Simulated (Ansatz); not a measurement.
## WS₂: energy less free atoms and pressure as volume per atom varies

All results are calculated (Ansatz 0.2.0). Periodic Kohn-Sham DFT of a crystal at fixed atoms; pressure and stress are positive in compression; the energy is the free energy less that of spherical unpolarised free atoms; site moments are those in the method's own spheres, positive along +z.

Cell of the first row (space group R3m, No. 160):
```
cell vectors (Å)
   1.5577     0.8993     6.0800
  -1.5577     0.8993     6.0800
   0.0000    -1.7986     6.0800
atoms (fractions of the cell vectors)
W   0.00000  0.00000  0.00000
S   0.75030  0.75030  0.75030
S   0.58100  0.58100  0.58100
```

Settings of every row: method all-electron LAPW; functional PBEsol; relativity scalar; k mesh 15x15x15; filling fermi-dirac; smearing width 0.03 eV; basis error target 1 meV/atom; nucleus gaussian.

Atom start moment: 0 on all atoms.

Limits: a layered crystal: even scaling strains the bonds within the layers, so this curve is stiffer than the crystal under pressure; no spin-orbit coupling on heavy atoms.

| row | volume per atom (Å³) | energy less free atoms (eV/atom) | pressure (GPa) |
| --- | --- | --- | --- |
| 1 | 17.034 | -7.8843 | 6.85 |
| 2 | 17.566 | -7.8973 | 1.128 |
| 3 | 17.744 | -7.8976 | -0.583 |
| 4 | 18.099 | ? | ? |
| 5 | 18.809 | -7.8638 | -9.119 |

Question: what energy less free atoms and pressure should row 4 give?

Worked fit of energy less free atoms. Take u = (V_r/V)^(2/3) − 1 with V_r = 17.655 Å³ an atom, which is twice the finite (Eulerian) strain; such expansions in the strain, on which the Birch-Murnaghan equation of state is built, carry the rest volume and the bulk modulus. The shown rows have u = 0.02416, 0.00337, -0.00335, -0.04133. Least squares give energy less free atoms = −7.89769 + 0.0472 × u + 20.979 × u² eV/atom; a straight line predicts inner rows, each left out in turn, worse (root mean square 0.014 against 2e-05 eV/atom). All shown rows lie on it to the printed digit. Its lowest point lies at u = -0.0011, or V = 17.68 Å³ an atom, and the curvature there gives the bulk modulus at fixed shape and fractions, B = (4/9)(1 + u)² E″(u)/V = 169 GPa. Letting shape and atoms relax would as a rule lower it, by much in layered, chain or molecular crystals. The withheld row has u = -0.01642, so the fit gives −7.89769 + 0.0472 × (-0.01642) + 20.979 × (-0.01642)² = -7.8928 eV/atom.

The calculation gave -7.8927 eV/atom. The fit lies 0.0001 eV/atom (0.3 % of the column's range) below it, one unit of the last digit.

Worked fit of pressure. Take u = (V_r/V)^(2/3) − 1 with V_r = 17.655 Å³ an atom, which is twice the finite (Eulerian) strain; such expansions in the strain, on which the Birch-Murnaghan equation of state is built, carry the rest volume and the bulk modulus. The shown rows have u = 0.02416, 0.00337, -0.00335, -0.04133. Least squares give pressure = 0.2623 + 255.795 × u + 697.21 × u² GPa; a straight line predicts inner rows, each left out in turn, worse (root mean square 0.45 against 0.0082 GPa). The rows lie off it by 0.001, -0.004, 0.004, 0.000. The pressure vanishes at u = -0.0010, or V = 17.68 Å³ an atom, and there the bulk modulus at fixed shape and fractions is B = −V dP/dV = (2/3)(1 + u) dP/du = 169 GPa. Letting shape and atoms relax would as a rule lower it, by much in layered, chain or molecular crystals. The withheld row has u = -0.01642, so the fit gives 0.2623 + 255.795 × (-0.01642) + 697.21 × (-0.01642)² = -3.750 GPa.

The calculation gave -3.741 GPa. The fit lies 0.009 GPa (0.056 % of the column's range) below it; its largest miss of a shown row is 0.004 GPa.
